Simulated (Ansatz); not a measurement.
# TePb (Fm-3m) in Ansatz: notebook, part 2 of 2

Ansatz 0.2.0. The steps go on from the part before.

## 3. Single point, rPW86-PBE+rVV10, 31.71 Å³/atom (volume scaled by 0.94)

Input file input.yaml:

```yaml
crystal:
  lattice:
    - [0.0, 3.1650427173, 3.1650427173]
    - [3.1650427173, 0.0, 3.1650427173]
    - [3.1650427173, 3.1650427173, 0.0]
  atoms:
    - { symbol: Pb, position: [0.0, 0.0, 0.0] }
    - { symbol: Te, position: [0.5, 0.5, 0.5] }
hamiltonian:
  xc: { exchange: rpw86, correlation: pbe }
  pseudopotentials: { kind: paw }
  dispersion: rvv10
kpoints:
  mp_grid: { grid: [7, 7, 7] }
scf:
  occupations: { method: fermi_dirac, width: 0.05 }
output:
  forces: true
  stress: true
  eigenvalues: true
```

Potentials or basis: Ansatz PAW.

On the command line:

```console
ansatz run input.yaml --threads 2 --pin off --max-ram 5120MiB --backend cpu --events-out ev --progress --plain --runs-dir out
```

The log of the run:

```text
Warning: RAYON_NUM_THREADS=2 ignored (pool sized by the plan → 2); use --threads N
Engine: ansatz 0.2.0, aarch64-unknown-linux-gnu
Pseudopotentials: kind: paw
Pseudopotential: Pb, paw, valence charge 14, recommended cutoff 420 eV (normal), Pb.paw.azcp
Pseudopotential: Te, paw, valence charge 16, recommended cutoff 420 eV (normal), Te.paw.azcp
Functional definition: unnamed
  exchange = rpw86_x
  correlation = pbe_c + rvv10(6.3, 0.0093)
Crystal: 2 atoms, lattice volume = 63.412 Å³
Basis set: ecut = 420 eV, 1243 PW (Γ), exchange–correlation on 72×72×72 points (8 copies of the dense FFT grid, shifted against one another)
[... 39 lines left out ...]
  E_vxc        = -236.649163  (∫ρ·V_xc dr)
  E_paw        = -15197.987995  (= ΣΔE_a)
  E_vpaw       = -707.533861  (= ΣTr[D̂ρ^β])
  E_aug_tail   = -0.000051  (compensation charges beyond the density's cutoff)
  E_ewald      = -2912.372010
  E_core_change = -0.093220  (= ΣΔE_core)
  E_smearing   = -0.000008  (= −TS)
  E_closure    = 0.000000  (closes the sum)
  Σ components = -19009.483899   (vs F -19009.483899, Δ=0.00e0)
--- Forces (eV/Å), atoms counted from 1 ---
  atom   1  Pb    -0.00000000     0.00000000    -0.00000000
  atom   2  Te     0.00000000    -0.00000000     0.00000000
  max |Σ_I F_I| component: 3.81e-29 eV/Å
--- Stress (GPa, compression-positive) ---
        6.562340       0.000000       0.000000
       -0.000000       6.562340      -0.000000
        0.000000      -0.000000       6.562340
  P = ⅓ Tr σ = 6.5623 GPa (65.623 kbar)
--- Band table (eV; the first three rows and the last of 20) ---
  k-point 0: bands = ["-26.5572", "-26.5572", "-26.5487", "-26.5487", "-26.5487", "-6.9432", "-6.9432", "-6.9249", "-6.9249", "-6.9249", "-2.7701", "4.3308", "8.2140", "8.2140", "8.2140", "13.8691", "13.8691", "13.8691", "15.5233"]
  k-point 1: bands = ["-26.5571", "-26.5571", "-26.5486", "-26.5486", "-26.5486", "-6.9468", "-6.9468", "-6.9244", "-6.9213", "-6.9213", "-2.5805", "3.6520", "8.2725", "8.2725", "8.6151", "12.8895", "13.0840", "13.0840", "15.3089"]
  k-point 2: bands = ["-26.5570", "-26.5570", "-26.5485", "-26.5483", "-26.5483", "-6.9560", "-6.9560", "-6.9236", "-6.9120", "-6.9120", "-2.0408", "2.2982", "8.4531", "8.4531", "9.2232", "11.5404", "11.8542", "11.8542", "15.9045"]
  k-point 19: bands = ["-26.5573", "-26.5567", "-26.5484", "-26.5481", "-26.5475", "-7.0054", "-6.9478", "-6.9198", "-6.9103", "-6.8930", "-0.7243", "1.4954", "5.4500", "6.1393", "9.0007", "11.6668", "14.5189", "15.3743", "15.9739"]
```

It took 1.5 s on 2 threads of Arm Neoverse V2, shared host; peak memory 0.37 GiB.

What came out:

| Item | Value |
| --- | --- |
| Free energy | -19009.4839 eV |
| Pressure | 6.6 GPa |

Caveat: this odd mesh misses L, where the gap lies, so gap, dielectric constants and Born charges aren't listed; the PAW data sets come from PBE, with cores solved anew for the run's functional, which leaves a small shift of forces and pressure.

## 4. Single point, rPW86-PBE+rVV10, 32.38 Å³/atom (volume scaled by 0.96)

Edit input.yaml of step 3 so:

```diff
@@ -2,5 +2,5 @@
   lattice:
-    - [0.0, 3.1650427173, 3.1650427173]
-    - [3.1650427173, 0.0, 3.1650427173]
-    - [3.1650427173, 3.1650427173, 0.0]
+    - [0.0, 3.1873324849, 3.1873324849]
+    - [3.1873324849, 0.0, 3.1873324849]
+    - [3.1873324849, 3.1873324849, 0.0]
   atoms:
```

On the command line:

```console
ansatz run input.yaml --threads 2 --pin off --max-ram 5120MiB --backend cpu --events-out ev --progress --plain --runs-dir out
```

Wall time 1.5 s (2 threads of Arm Neoverse V2, shared host); peak memory 0.38 GiB.

It converged, with:

```yaml
Free_energy: -19009.5333 eV
Pressure: 5.2 GPa
```

Caveat: this odd mesh misses L, where the gap lies, so gap, dielectric constants and Born charges aren't listed; the PAW data sets come from PBE, with cores solved anew for the run's functional, which leaves a small shift of forces and pressure.

## 5. Single point, rPW86-PBE+rVV10, 33.05 Å³/atom (volume scaled by 0.98)

Edit input.yaml of step 4 so:

```diff
@@ -2,5 +2,5 @@
   lattice:
-    - [0.0, 3.1873324849, 3.1873324849]
-    - [3.1873324849, 0.0, 3.1873324849]
-    - [3.1873324849, 3.1873324849, 0.0]
+    - [0.0, 3.2093147829, 3.2093147829]
+    - [3.2093147829, 0.0, 3.2093147829]
+    - [3.2093147829, 3.2093147829, 0.0]
   atoms:
```

On the command line:

```console
ansatz run input.yaml --threads 2 --pin off --max-ram 5120MiB --backend cpu --events-out ev --progress --plain --runs-dir out
```

It took 1.4 s on 2 threads of Arm Neoverse V2, shared host; peak memory 0.37 GiB.

Results (log left out):

| Item | Value |
| --- | --- |
| Free energy | -19009.5718 eV |
| Pressure | 4.0 GPa |

Caveat: this odd mesh misses L, where the gap lies, so gap, dielectric constants and Born charges aren't listed; the PAW data sets come from PBE, with cores solved anew for the run's functional, which leaves a small shift of forces and pressure.

## 6. Single point, rPW86-PBE+rVV10, 33.73 Å³/atom

Edit input.yaml of step 5 so:

```diff
@@ -2,5 +2,5 @@
   lattice:
-    - [0.0, 3.2093147829, 3.2093147829]
-    - [3.2093147829, 0.0, 3.2093147829]
-    - [3.2093147829, 3.2093147829, 0.0]
+    - [0.0, 3.231, 3.231]
+    - [3.231, 0.0, 3.231]
+    - [3.231, 3.231, 0.0]
   atoms:
```

Potentials or basis: Ansatz PAW.

On the command line:

```console
ansatz run input.yaml --threads 2 --pin off --max-ram 5120MiB --backend cpu --events-out ev --progress --plain --runs-dir out
```

It took 1.5 s on 2 threads of Arm Neoverse V2, shared host; peak memory 0.38 GiB.

The run converged. Its results:

- Free energy: -19009.6005 eV
- Pressure: 2.9 GPa

Caveat: this odd mesh misses L, where the gap lies, so gap, dielectric constants and Born charges aren't listed; the PAW data sets come from PBE, with cores solved anew for the run's functional, which leaves a small shift of forces and pressure.

## 7. Single point, rPW86-PBE+rVV10, 34.40 Å³/atom (volume scaled by 1.02)

Edit input.yaml of step 6 so:

```diff
@@ -2,5 +2,5 @@
   lattice:
-    - [0.0, 3.231, 3.231]
-    - [3.231, 0.0, 3.231]
-    - [3.231, 3.231, 0.0]
+    - [0.0, 3.2523979746, 3.2523979746]
+    - [3.2523979746, 0.0, 3.2523979746]
+    - [3.2523979746, 3.2523979746, 0.0]
   atoms:
```

On the command line:

```console
ansatz run input.yaml --threads 2 --pin off --max-ram 5120MiB --backend cpu --events-out ev --progress --plain --runs-dir out
```

Run time: 1.4 s. Hardware: 2 threads of Arm Neoverse V2, shared host; peak memory 0.38 GiB.

It converged, with:

| Quantity | Value |
| --- | --- |
| Free energy | -19009.6203 eV |
| Pressure | 1.9 GPa |

Caveat: this odd mesh misses L, where the gap lies, so gap, dielectric constants and Born charges aren't listed; the PAW data sets come from PBE, with cores solved anew for the run's functional, which leaves a small shift of forces and pressure.

## 8. Single point, rPW86-PBE+rVV10, 35.08 Å³/atom (volume scaled by 1.04)

Edit input.yaml of step 7 so:

```diff
@@ -2,5 +2,5 @@
   lattice:
-    - [0.0, 3.2523979746, 3.2523979746]
-    - [3.2523979746, 0.0, 3.2523979746]
-    - [3.2523979746, 3.2523979746, 0.0]
+    - [0.0, 3.2735180337, 3.2735180337]
+    - [3.2735180337, 0.0, 3.2735180337]
+    - [3.2735180337, 3.2735180337, 0.0]
   atoms:
```

On the command line:

```console
ansatz run input.yaml --threads 2 --pin off --max-ram 5120MiB --backend cpu --events-out ev --progress --plain --runs-dir out
```

It took 1.4 s on 2 threads of Arm Neoverse V2, shared host; peak memory 0.38 GiB.

It converged, with:

- Free energy: -19009.6320 eV
- Pressure: 1.0 GPa

Caveat: this odd mesh misses L, where the gap lies, so gap, dielectric constants and Born charges aren't listed; the PAW data sets come from PBE, with cores solved anew for the run's functional, which leaves a small shift of forces and pressure.

## 9. Single point, rPW86-PBE+rVV10, 35.75 Å³/atom (volume scaled by 1.06)

Edit input.yaml of step 8 so:

```diff
@@ -2,5 +2,5 @@
   lattice:
-    - [0.0, 3.2735180337, 3.2735180337]
-    - [3.2735180337, 0.0, 3.2735180337]
-    - [3.2735180337, 3.2735180337, 0.0]
+    - [0.0, 3.2943690292, 3.2943690292]
+    - [3.2943690292, 0.0, 3.2943690292]
+    - [3.2943690292, 3.2943690292, 0.0]
   atoms:
```

Potentials or basis: Ansatz PAW.

On the command line:

```console
ansatz run input.yaml --threads 2 --pin off --max-ram 5120MiB --backend cpu --events-out ev --progress --plain --runs-dir out
```

It took 1.5 s on 2 threads of Arm Neoverse V2, shared host; peak memory 0.38 GiB.

The run converged. Its results:

```
Free energy : -19009.6366 eV
Pressure    : 0.1 GPa
```

Caveat: this odd mesh misses L, where the gap lies, so gap, dielectric constants and Born charges aren't listed; the PAW data sets come from PBE, with cores solved anew for the run's functional, which leaves a small shift of forces and pressure.

## 10. Equation of state, rPW86-PBE+rVV10

No new run: the results of the series are fitted here.

What came out:

| Quantity | Value |
| --- | --- |
| Equilibrium volume | 35.88 Å³/atom (rough: see the caveat) |
| Bulk modulus | 40 GPa (rough) |

Energy against volume, from the lowest point:
| volume (Å³/atom) | energy (meV/atom) |
| --- | --- |
| 31.706 | 76.35 |
| 32.380 | 51.64 |
| 33.055 | 32.40 |
| 33.730 | 18.07 |
| 34.404 | 8.18 |
| 35.079 | 2.28 |
| 35.753 | 0.00 |

Caveat: the potentials were made for another functional, which shifts forces and pressure; this odd mesh misses L, where the gap lies, so gap, dielectric constants and Born charges aren't listed; the minimum lies outside the volumes run.

## 11. Against experiment

Step 2. Measured gap of TePb: 0.19 eV (direct; 4.2 K; a printed reference work, monograph). This calculation gives 1.02 eV (+0.83 eV). Spin-orbit coupling on Pb, Te is left out. The value is that of r2SCAN on a finite k mesh, which can miss the band edges, without temperature or zero-point motion.
